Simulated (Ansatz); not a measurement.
Recipe of this trial structure of TaN: random cell by space group and Wyckoff sites (C2/m, No. 12). Lengths were set from tabulated atomic sizes, so they are only a guess.

```cif
data_structure
_symmetry_space_group_name_H-M 'C2/m'
_symmetry_Int_Tables_number 12
_cell_length_a 3.4101
_cell_length_b 4.2850
_cell_length_c 4.5579
_cell_angle_alpha 90.000
_cell_angle_beta 98.165
_cell_angle_gamma 90.000
_cell_volume 65.93
loop_
_atom_site_label
_atom_site_type_symbol
_atom_site_symmetry_multiplicity
_atom_site_Wyckoff_symbol
_atom_site_fract_x
_atom_site_fract_y
_atom_site_fract_z
_atom_site_occupancy
Ta1 Ta 2 c 0.00000 0.00000 0.50000 1
N1 N 2 d 0.50000 0.00000 0.50000 1
```

The calculation used DFT PBE, scalar-relativistic, plane waves, PAW (Ansatz 0.2.0). Cutoff 420 eV, Gaussian smearing, Γ-centred meshes. Cell and atoms relax first on a coarse mesh and then on a finer one. In between, the cell is made exact in the group found at 0.06 Å. In metals the finer mesh still leaves noise of several meV/atom or more. The steps can't lower the symmetry of their start. No spin polarisation in the relaxation; trial moments died out in a coarse test.

A guess keeps its type if space group and coordination stay and the shape of the cell changes little (axis ratios within about 15 %, angles within 6°); the volume may change.

Question: Does it keep its structure type, or change into something else?

Answer: It doesn't keep its type. The symmetry goes from C2/m (No. 12) to P4/mmm (No. 123). The volume per atom shrinks by 17.7 %, from 16.5 to 13.6 Å³. The shortest distance goes from 1.71 Å (Ta–N) to 2.09 Å (Ta–N). Counting neighbours within 15 % of an atom's shortest distance, the start has N 2, Ta 2 and the end N 4, Ta 4. In detail, at the end Ta is surrounded by 4 N at 2.09 Å and 6 Ta at 2.96–3.09 Å; around N lie 4 Ta at 2.09 Å.

Space group P4/mmm (No. 123). a = 2.962 Å, b = 2.962 Å, c = 3.092 Å, α = 90.00°, β = 90.00°, γ = 90.00°
| atom | site | symmetry | x | y | z |
| --- | --- | --- | --- | --- | --- |
| Ta | 1b | 4/mmm | 0.0000 | 0.0000 | 0.5000 |
| N | 1d | 4/mmm | 0.5000 | 0.5000 | 0.5000 |

The zero of energy is the elements' standard structures at the same level (N₂ as a molecule); no fitted shifts are applied.

Question: At what energy does it end?

Answer: −0.65 eV/atom.

The last run used an 18×18×18 mesh for its 2-atom cell and Gaussian smearing of 0.10 eV. These runs have no spin–orbit coupling, which can matter for Ta. Symmetry constrained the relaxation, so the result can be a saddle point. Another cell of TaN relaxed alike, in P-6m2 (a cell as deposited in COD), lies 0.48 eV/atom lower, so this cell isn't the stable form at this level.
